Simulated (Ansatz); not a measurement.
Ansatz input

```yaml
crystal:
  lattice:
    - [-2.8819726862, 3.074516828, 0.8348883599]
    - [3.074516828, -2.8819726862, 0.8348883599]
    - [2.0910012965, 2.0910012965, -0.4822434115]
  atoms:
    - { symbol: B, position: [0.0714901233, 0.9285098767, 0.0] }
    - { symbol: B, position: [0.6785098767, 0.3214901233, 0.5] }
hamiltonian:
  xc: revpbe
  pseudopotentials:
    kind: paw
    azcp:
      B: "pseudopotentials/B.paw.azcp"
basis:
  ecutwfc: 420
  fft_grid_basis: typed
kpoints:
  mp_grid: { grid: [22, 22, 12], shift: [0, 0, 0] }
magnetization:
  spin_polarized: false
scf:
  occupations: { method: fermi_dirac, width: 0.1 }
  lower_state_search: "off"
output:
  stress: true
```

Terminal output

```
Warning: crystal.lattice, of which some number shows no typed digit to judge by, misses the space group found at crystal.symmetry.tolerance 1.0e-5 by more than rounding, which is why this is a warning: the operation that it misses by the most changes a squared length by the fraction 7.39e-6, and from 1e-6 on that is taken for a strain and not for rounding. The run uses the lattice that is a stretch of the typed one, with no rotation, onto the one that keeps every operation to a double's rounding (on a very oblique basis the stretch itself rounds by more); the deck's lattice vector that moved farthest moved by 5.53e-6 Å. To run the lattice as typed, set crystal.symmetry.tolerance under 7.38e-6, the least fraction by which an operation that the lattice misses changes a squared length (the same key also sets how far an atom may lie from its image, so lowering it can lose operations that the atoms keep only within it), or set crystal.symmetry.detect: false (a key that needs symmetry detection or time reversal refuses this as the deck is read). crystal.lattice made exact, in Å and degrees: [[-2.8819715960201733, 3.074517918179827, 0.8348881084784096], [3.074517918179827, -2.8819715960201733, 0.8348881084784096], [2.0910019261999295, 2.0910019261999295, -0.48223795072649517]]. Pasted over the deck's crystal.lattice, beside positions in fractional coordinates, it runs the same cell (given as lengths and angles, that cell in the form's own orientation, a rigid turn of the misfit's size from the one run here, for which a checkpoint.post_process_only pass over this run's state can be refused: where this run relaxes nothing, give such a pass this deck's own crystal.lattice, as typed; behind a relaxation, as crystal.lattice, the state's own cell, identity.cell in its checkpoint.json), and a matrix so pasted ends this notice, except on a very skew basis of the lattice, where the rounding of the pasted numbers themselves can read as a misfit: the cell is then moved again, and that move is told again. The lattice as run is in this notice's lattice.as_run_ang field (Run.prep()["deck_notices"] in Python, the deck_notice line of an events file, deck_notices of ansatz run --dry-run=json, or deck_notices in record.json in the deck's checkpoint.write directory).
Engine: ansatz 0.2.0, x86_64-unknown-linux-gnu
Pseudopotentials: kind: paw
Pseudopotential: B, paw, valence charge 3, recommended cutoff 420 eV (normal) 
Functional definition: revPBE
  parameter kappa = 1.245
  parameter beta = 0.06672455060314922
  exchange = pbe_x(kappa = kappa, mu = beta*pi^2/3)
  correlation = pbe_c(beta = beta)
Crystal: 2 atoms, lattice volume = 21.350 Å³
Basis set: ecut = 420 eV, 407 PW (Γ)
Bands: 7, of which v1, the nominal top of the filled ones, is band 3 counted from 1 (2 counted from 0)
Symmetry: 8 space group operations
Space group: Cmcm (ITA 63), of the structure as read, at distance tolerance 2.8e-5 Å
k-points: 931 of 5808
Non-local potential: B, projectors of the file, l = 0: 2, l = 1: 2, l = 2: 1
PAW form: soft (Blöchl's): semilocal exchange-correlation on the pseudo side does not see the compensation charge
PAW frozen core: B, regenerated for the run's functional, and the local potential with it (the file was generated under x = pbe(κ = 0.804, μ = 0.2195149727645171), c = pbe(β = 0.06672455060314922))
PAW one-centre angular grid: B, 110 points (default); XC on 64 Gauss nodes
Initial density: superposition of atomic densities (neutral atoms: chi_scale 0, normalization atom), corrected by the library's trained network
Initial wavefunctions: pseudopotential atomic-orbital guess
Functional: x = revpbe(κ = 1.245, μ = 0.2195149727645171), c = pbe(β = 0.06672455060314922)
SCF iter   1: F=—  HF=-312.392069 eV  |F-HF|=—  |Δ(HF+E_count)|=         —  Δρ=1.00e-2  dr2=3.60e-2  ethr=1.77e-3  ⟨swp⟩=4.9  Hψ=46727  notcnv=0
SCF iter   2: F=—  HF=-312.385420 eV  |F-HF|=—  |Δ(HF+E_count)|=   6.65e-3  Δρ=6.02e-3  dr2=1.57e-2  ethr=5.99e-4  ⟨swp⟩=1.0  Hψ=13965  notcnv=0
SCF iter   3: F=—  HF=-312.379534 eV  |F-HF|=—  |Δ(HF+E_count)|=   5.89e-3  Δρ=6.61e-4  dr2=1.15e-4  ethr=2.61e-4  ⟨swp⟩=2.3  Hψ=11545  notcnv=0
SCF iter   4: F=—  HF=-312.379593 eV  |F-HF|=—  |Δ(HF+E_count)|=   5.89e-5  Δρ=9.34e-5  dr2=1.50e-6  ethr=1.92e-6  ⟨swp⟩=2.3  Hψ=8992  notcnv=0
SCF iter   5: F=—  HF=-312.379594 eV  |F-HF|=—  |Δ(HF+E_count)|=   9.22e-7  Δρ=1.21e-5  dr2=2.20e-8  ethr=2.51e-8  ⟨swp⟩=2.2  Hψ=8463  notcnv=0  defer=12
SCF iter   6: F=-312.379594 eV  HF=-312.379594 eV  |F-HF|=1.71e-10  |Δ(HF+E_count)|=   5.93e-8  Δρ=1.45e-6  dr2=4.80e-10  ethr=3.66e-10  ⟨swp⟩=2.1  Hψ=21548  notcnv=0
SCF 1 converged in 6 iterations: F = -312.379594 eV  dr2 = 4.80e-10
SCF converged after 6 iterations
Free energy (F): -312.379594 eV
Harris-Foulkes:  -312.379594 eV  (|F-HF|=1.71e-10)
Internal energy: -312.366677 eV  (E = F + TS)
E sigma→0 (E₀):  -312.373136 eV
Entropy (-TS):   -0.012917 eV (-6.458 meV/atom)
Fermi energy:    5.456098 eV
--- Per-component energies (eV) ---
  E_band       = -8.141338
  E_kinetic    = 92.210071
  E_local      = -123.234018  (includes V_loc(G=0)·N_el)
  E_nonlocal   = 22.039022
  E_hartree    = 39.469296
  E_xc         = -62.164392
  E_vxc        = -73.404856  (∫ρ·V_xc dr)
  E_paw        = -158.513561  (= ΣΔE_a)
  E_vpaw       = -4.690291  (= ΣTr[D̂ρ^β])
  E_aug_tail   = -0.000004  (compensation charges beyond the density's cutoff)
  E_ewald      = -122.155280
  E_core_change = -0.017811  (= ΣΔE_core)
  E_smearing   = -0.012917  (= −TS)
  E_closure    = 0.000000  (closes the sum)
  Σ components = -312.379594   (vs F -312.379594, Δ=0.00e0)
--- Stress (GPa, compression-positive) ---
       -7.506404      -5.381401      -2.174592
       -5.381401      -7.506404      -2.174592
       -2.174592      -2.174592     -31.244511
  P = ⅓ Tr σ = -15.4191 GPa (-154.191 kbar)
```
